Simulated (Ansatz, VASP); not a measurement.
# Two plane-wave programs on SnSe

```
Sn Se
1.0
     0.00000    2.91970    3.01000
     3.10030    0.00000    3.01000
     3.10030    2.91970    0.00000
Sn Se
1 1
Direct
  0.00000 0.00000 0.00000
  0.50000 0.50000 0.50000
```

Change from the starting cell: strain +0.0300 x Voigt [1, -1, 0, 0, 0, 0], atoms carried along.

Alike in both runs: task single point; functional LDA; k mesh 8 × 8 × 8; occupations gaussian, width 0.05 eV; no spin polarisation.

|  | VASP | Ansatz |
| --- | --- | --- |
| version | VASP 6.6.1 | Ansatz 0.2.0 |
| potentials or method | VASP PAW LDA potentials, release 64 (Sn_d, Se) | scalar-relativistic, plane waves, PAW |
| plane-wave cutoff (eV) | 520 | 420 |
| valence electrons in the cell | 20 | 30 |

|  | VASP | Ansatz | Ansatz less VASP |
| --- | --- | --- | --- |
| gap on the k mesh at the Fermi level (eV) | 0.67 | 0.68 | +0.005 |
| least direct gap on the mesh (eV) | 0.70 | 0.68 | -0.019 |
| pressure (GPa) | -2.9 | -2.9 | -0.09 |
| largest component of the traceless stress (GPa) | 3.52 | 3.49 | -0.033 |

The two sets of potentials don't hold the same shells in valence.

Caveats: spin-orbit coupling is left out, which moves the levels of the heavy elements. A k mesh can miss the band edges.
